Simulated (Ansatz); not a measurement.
The system is C.

```xyz
8
Lattice="2.5221 0.0000 0.0000 -1.2611 2.1842 0.0000 0.0000 0.0000 8.2371" Properties=species:S:1:pos:R:3 pbc="T T T"
C     1.2611    0.7281    6.9501
C     0.0000    1.4561    2.8315
C     1.2611    0.7281    5.4056
C     0.0000    1.4561    1.2870
C     0.0000    0.0000    7.4649
C     0.0000    0.0000    3.3463
C     0.0000    0.0000    4.8908
C     0.0000    0.0000    0.7722
```

This is a hexagonal form of diamond, not graphite.

```yaml
Program: Ansatz 0.2.0
Task: relaxation of cell and atoms
Functional: r2SCAN
Dispersion: D4
Potentials_or_basis: Ansatz PAW
Cutoff: "500 eV (not typed: the program's choice for these potentials)"
k_mesh: 12 × 12 × 4
Occupations: fermi-dirac, width 0.05 eV
Spin: no spin polarisation
```

At the start: volume 5.67 Å³/atom.

Q: Where does the relaxation end?

A: It ends after 5 steps and the volume is 5.62 Å³/atom (-0.9 %); space group P6_3/mmc (No. 194, to 0.05 Å).

Step by step:
```csv
step,energy change (eV),largest force (eV/Å),volume (Å³)
1,0.0000,0.3588,45.38
2,-0.0191,0.4065,45.11
3,-0.0253,0.2004,45.04
4,-0.0269,0.0047,44.96
5,-0.0267,0.0048,44.96
```

Final structure:
```
CELL_PARAMETERS angstrom
2.50590 0.00000 0.00000
-1.25295 2.17017 0.00000
0.00000 0.00000 8.26717
ATOMIC_POSITIONS crystal
C 0.66667 0.33333 0.84448
C 0.33333 0.66667 0.34448
C 0.66667 0.33333 0.65552
C 0.33333 0.66667 0.15552
C 0.00000 0.00000 0.90706
C 0.00000 0.00000 0.40706
C 0.00000 0.00000 0.59294
C 0.00000 0.00000 0.09294
```

Caveat: the plane-wave basis is chosen anew once the cell has moved, so the energies of steps on either side of that aren't comparable; the PAW data sets come from PBE, with cores solved anew for the run's functional, which leaves a small shift of forces and pressure.
